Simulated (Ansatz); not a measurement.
A relaxation computed with Ansatz, from input to last step.

```yaml
crystal:
  lattice:
    - [3.7217674328, 0.0, 0.0]
    - [-1.8608837164, 3.2231451438, 0.0]
    - [0.0, 0.0, 4.8198695115]
  atoms:
    - { symbol: Pt, position: [0.0, 0.0, 0.0] }
    - { symbol: Se, position: [0.6666666667, 0.3333333333, 0.7393682785] }
    - { symbol: Se, position: [0.3333333333, 0.6666666667, 0.2606317215] }
basis:
  ecutwfc: 420
kpoints:
  mp_grid: { grid: [18, 18, 12] }
hamiltonian:
  xc: pbesol
scf:
  occupations: { method: gaussian, width: 0.1 }
output:
  forces: true
  stress: true
  eigenvalues: true
relax:
  adjacent_minimum: "off"
  f_tol: 0.008
  max_steps: 40
```

```bash
ansatz run input.yaml --threads 1 --pin off --max-ram 2560MiB --backend cpu --events-out ev --progress --plain --runs-dir out
```

All numbers below come from Ansatz 0.2.0, DFT PBEsol, scalar-relativistic, plane waves, PAW.

Of 4 frames 3 are shown, positions in Å and forces in eV/Å; the SCF threshold varies from step to step.

```xyz
3
Lattice="3.7218 0.0000 0.0000 -1.8609 3.2231 0.0000 0.0000 0.0000 4.8199" Properties=species:S:1:pos:R:3:forces:R:3 pbc="T T T" step=1 free_energy_over_end_meV_per_atom=3.05
Pt    0.0000    0.0000    0.0000    0.0000    0.0000    0.0000
Se    1.8609    1.0744    3.5637    0.0000    0.0000   -0.3427
Se    0.0000    2.1488    1.2562    0.0000    0.0000    0.3427
3
Lattice="3.7218 0.0000 0.0000 -1.8609 3.2231 0.0000 0.0000 0.0000 4.8199" Properties=species:S:1:pos:R:3:forces:R:3 pbc="T T T" step=2 free_energy_over_end_meV_per_atom=2.31
Pt    0.0000    0.0000    0.0000    0.0000    0.0000    0.0000
Se    1.8609    1.0744    3.5130    0.0000    0.0000    0.2894
Se    0.0000    2.1488    1.3069    0.0000    0.0000   -0.2894
3
Lattice="3.7218 0.0000 0.0000 -1.8609 3.2231 0.0000 0.0000 0.0000 4.8199" Properties=species:S:1:pos:R:3:forces:R:3 pbc="T T T" step=4 free_energy_over_end_meV_per_atom=0.00
Pt    0.0000    0.0000    0.0000    0.0000    0.0000    0.0000
Se    1.8609    1.0744    3.5367    0.0000    0.0000    0.0003
Se    0.0000    2.1488    1.2831    0.0000    0.0000   -0.0003
```

The run took 82 s on 1 thread of Intel(R) Xeon(R) Platinum 8488C (Sapphire Rapids), with other jobs on the host, peak memory 0.79 GiB.

Spin–orbit coupling is left out, which can shift energies with elements as heavy as these.